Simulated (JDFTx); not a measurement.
The system is Sb.

```
Sb
1.0
     2.15420    1.24373    3.75800
    -2.15420    1.24373    3.75800
     0.00000   -2.48746    3.75800
Sb
2
Direct
  0.76651 0.76651 0.76651
  0.23349 0.23349 0.23349
```

| Item | Value |
| --- | --- |
| Program | JDFTx 1.7.0 (patched build) |
| Task | relaxation of cell and atoms |
| Functional | RPBE |
| Potentials or basis | PseudoDojo-SR-PBE-0.5-standard with smoothed tails |
| Cutoff | 1088 eV |
| Density cutoff | 8708 eV |
| k mesh | 6 × 6 × 6 |
| Occupations | fermi-dirac, width 0.05 eV |
| Spin | no spin polarisation |

At the start: pressure 4.0 GPa; volume 30.21 Å³/atom.

**Question.** Where does the relaxation end?

**Answer.** Over 13 steps the energy falls by 29.0 meV/atom and the volume is 32.79 Å³/atom (+8.6 %); space group R-3m (No. 166, to 0.05 Å).

Step by step:
| step | energy change (eV) | largest force (eV/Å) | pressure (GPa) | volume (Å³) |
| --- | --- | --- | --- | --- |
| 1 | 0.0000 | 0.1269 | 4.04 | 60.41 |
| 2 | -0.0134 | 0.0368 | 3.34 | 60.97 |
| 3 | -0.0376 | 0.1114 | 1.74 | 62.51 |
| 4 | -0.0517 | 0.1426 | 0.35 | 64.30 |
| 5 | -0.0524 | 0.0662 | -0.99 | 66.63 |
| 6 | -0.0562 | 0.1062 | 0.02 | 65.81 |
| 7 | -0.0570 | 0.0710 | 0.35 | 65.22 |
| 8 | -0.0576 | 0.0102 | 0.20 | 65.20 |
| 9 | -0.0577 | 0.0098 | 0.12 | 65.32 |
| 10 | -0.0579 | 0.0158 | -0.01 | 65.52 |
| 11 | -0.0579 | 0.0000 | -0.02 | 65.60 |
| 12 | -0.0579 | 0.0004 | 0.00 | 65.58 |
| 13 | -0.0580 | 0.0013 | 0.01 | 65.58 |

Final structure:
```yaml
crystal:
  lattice:
    - [2.20157, 1.27108, 3.90566]
    - [-2.20157, 1.27108, 3.90566]
    - [0.00000, -2.54216, 3.90566]
  atoms:
    - { symbol: Sb, position: [0.76907, 0.76907, 0.76907] }
    - { symbol: Sb, position: [0.23093, 0.23093, 0.23093] }
```

Caveat: the plane waves are those of the starting cell, so after so large a change of volume the result is rough; the potentials were made for another functional, which shifts forces and pressure.
